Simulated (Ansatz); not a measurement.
(010) slab cut from the bulk of HfSi₂, Cmcm (No. 63); the slab's formula is HfSi2:

```
CELL_PARAMETERS angstrom
3.65979 0.00000 0.00000
0.00000 3.68253 0.00000
0.00000 0.00000 28.00790
ATOMIC_POSITIONS crystal
Si 0.75000 0.00000 0.26778
Hf 0.25000 0.50000 0.29445
Si 0.25000 0.00000 0.36960
Si 0.75000 0.50000 0.36990
Hf 0.75000 0.00000 0.44505
Si 0.25000 0.50000 0.47172
Si 0.75000 0.50000 0.52828
Hf 0.25000 0.00000 0.55495
Si 0.25000 0.50000 0.63010
Si 0.75000 0.00000 0.63040
Hf 0.75000 0.50000 0.70555
Si 0.25000 0.00000 0.73222
```

Theory: DFT PBE, scalar-relativistic, plane waves, PAW (Ansatz). Plane waves to 420 eV, a k mesh through Γ of 10×10×1 on the computed 12-atom cell and Gaussian smearing (0.10 eV); no spin polarisation. The cell repeats along c with a dipole correction in the vacuum.

(1) What forces act on the atoms?

Spin–orbit coupling is left out, which can shift energies with elements as heavy as these.

Answers

(1)
```json
{"atom": "Si1", "Fx (eV/Å)": "0.000", "Fy (eV/Å)": "0.000", "Fz (eV/Å)": "0.541"}
{"atom": "Hf2", "Fx (eV/Å)": "0.000", "Fy (eV/Å)": "0.000", "Fz (eV/Å)": "-0.332"}
{"atom": "Si3", "Fx (eV/Å)": "0.000", "Fy (eV/Å)": "0.000", "Fz (eV/Å)": "-0.153"}
{"atom": "Si4", "Fx (eV/Å)": "0.000", "Fy (eV/Å)": "0.000", "Fz (eV/Å)": "-0.143"}
{"atom": "Hf5", "Fx (eV/Å)": "0.000", "Fy (eV/Å)": "0.000", "Fz (eV/Å)": "0.210"}
{"atom": "Si6", "Fx (eV/Å)": "0.000", "Fy (eV/Å)": "0.000", "Fz (eV/Å)": "-0.095"}
{"atom": "Si7", "Fx (eV/Å)": "0.000", "Fy (eV/Å)": "0.000", "Fz (eV/Å)": "0.095"}
{"atom": "Hf8", "Fx (eV/Å)": "0.000", "Fy (eV/Å)": "0.000", "Fz (eV/Å)": "-0.210"}
{"atom": "Si9", "Fx (eV/Å)": "0.000", "Fy (eV/Å)": "0.000", "Fz (eV/Å)": "0.143"}
{"atom": "Si10", "Fx (eV/Å)": "0.000", "Fy (eV/Å)": "0.000", "Fz (eV/Å)": "0.153"}
{"atom": "Hf11", "Fx (eV/Å)": "0.000", "Fy (eV/Å)": "0.000", "Fz (eV/Å)": "0.332"}
{"atom": "Si12", "Fx (eV/Å)": "0.000", "Fy (eV/Å)": "0.000", "Fz (eV/Å)": "-0.541"}
```

Cost: 1 run of about 1.8 core-minutes, on Intel Xeon 6975P-C (Granite Rapids) (shared hosts).